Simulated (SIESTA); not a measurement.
In:

```
CELL_PARAMETERS angstrom
-1.62547 1.62547 2.47370
1.62547 -1.62547 2.47370
1.62547 1.62547 -2.47370
ATOMIC_POSITIONS crystal
In 0.00000 0.00000 0.00000
```

```yaml
Program: SIESTA 5.4.2
Task: single point
Functional: PBE
Potentials_or_basis: PseudoDojo 0.4 standard (PBE files)
Basis: DZP (energy shift 0.003 Ry; two zetas on semicore shells)
Grid_cutoff: 500 Ry
Energy_shift: 0.003 Ry
k_mesh: 11 × 11 × 11
Occupations: fermi-dirac, width 0.05 eV
Spin: no spin polarisation
```

On this cell: pressure 2.4 GPa; band gap on the k mesh none (metal or under the smearing width).

The same run follows on a disturbed copy (cell strained at random at fixed volume):

```xyz
1
Lattice="-1.6430 1.5768 2.4321 1.6580 -1.6318 2.4781 1.6520 1.6408 -2.4682" Properties=species:S:1:pos:R:3 pbc="T T T"
In    0.0192   -0.0186   -0.0129
```

Question: What changes?

Answer: The energy (extrapolated to zero smearing) moves by +1.7 meV/atom; pressure 2.4 GPa; band gap on the k mesh none (metal or under the smearing width).

Stress tensor (GPa, compression positive):
```
 2.04 -0.01 -0.05
-0.01  3.55  0.38
-0.05  0.38  1.62
```

Caveats: the basis of atomic orbitals isn't converged, which shifts pressures, moduli and gaps.
